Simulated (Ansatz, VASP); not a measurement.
**One calculation of Mg, two programs**

The input INCAR:

```
PREC     = Accurate       # precision mode
ENCUT    = 520            # plane-wave cutoff, eV
EDIFF    = 1E-6           # SCF threshold, eV
ISMEAR   = 0              # smearing method
SIGMA    = 0.1            # smearing width, eV
LREAL    = False          # projectors in reciprocal space
LASPH    = True           # aspherical terms in the spheres
NELM     = 100            # most SCF steps
ALGO     = Fast           # electronic algorithm
ISIF     = 2              # what is computed and relaxed
LWAVE    = False          # write WAVECAR
LCHARG   = True           # write CHGCAR
LDIPOL   = True         
IDIPOL   = 3            
DIPOL    = 0.5 0.5 0.500
GGA      = CA             # functional
LELF     = True           # ELF
LVHAR    = True         
LVACPOTAV= True         
NBANDS   = 13             # bands
```

Contents of KPOINTS:

```
regular mesh
0
Gamma
  12 12 1
```

File POSCAR:

```
Mg
1.0
    3.1466132013      0.0000000000      0.0000000000
   -1.5733066007      2.7250469682      0.0000000000
    0.0000000000      0.0000000000     25.0777767750
Mg
5
Direct
    0.3333333333      0.6666666667      0.2990695733
    0.6666666667      0.3333333333      0.3995347867
    0.3333333333      0.6666666667      0.5000000000
    0.6666666667      0.3333333333      0.6004652133
    0.3333333333      0.6666666667      0.7009304267
```

Input for Ansatz:

```yaml
crystal:
  lattice:
    - [3.1466132013, 0.0, 0.0]
    - [-1.5733066007, 2.7250469682, 0.0]
    - [0.0, 0.0, 25.077776775]
  atoms:
    - { symbol: Mg, position: [0.3333333333, 0.6666666667, 0.2990695733] }
    - { symbol: Mg, position: [0.6666666667, 0.3333333333, 0.3995347867] }
    - { symbol: Mg, position: [0.3333333333, 0.6666666667, 0.5] }
    - { symbol: Mg, position: [0.6666666667, 0.3333333333, 0.6004652133] }
    - { symbol: Mg, position: [0.3333333333, 0.6666666667, 0.7009304267] }
basis:
  ecutwfc: 420
kpoints:
  mp_grid: { grid: [12, 12, 1] }
hamiltonian:
  xc: lda
scf:
  occupations: { method: gaussian, width: 0.1 }
output:
  forces: true
  stress: true
  eigenvalues: true
  write_density: true
  write_potential: true
  elf: true
  volumetric_format: npy
efield:
  axis: 3
  dipole_correction: true
```

Alike in both runs: task single point; functional LDA; k mesh 12 × 12 × 1; occupations gaussian, width 0.1 eV; no spin polarisation.

|  | VASP | Ansatz |
| --- | --- | --- |
| version | VASP 6.6.1 | Ansatz 0.2.0 |
| potentials or method | VASP PAW LDA potentials, release 64 (Mg) | scalar-relativistic, plane waves, PAW |
| plane-wave cutoff (eV) | 520 | 420 |
| valence electrons in the cell | 10 | 50 |

VASP gave:

```
gap on the k mesh at the Fermi level (eV)  : none
rms of the force components (eV/Å)         : 0.039
work function, face that differs most (eV) : 3.93
```

Problem. Which values does Ansatz return?

Solution. gap on the k mesh at the Fermi level (eV): none; rms of the force components (eV/Å): 0.043; work function, face that differs most (eV): 3.92.

Atom by atom the forces differ by 0.006 eV/Å (rms over components). A gap of «none» marks a metal or a gap that the smearing closes. The two sets of potentials don't hold the same shells in valence. Ansatz warned: «xc_potential_rough_in_thin_density».
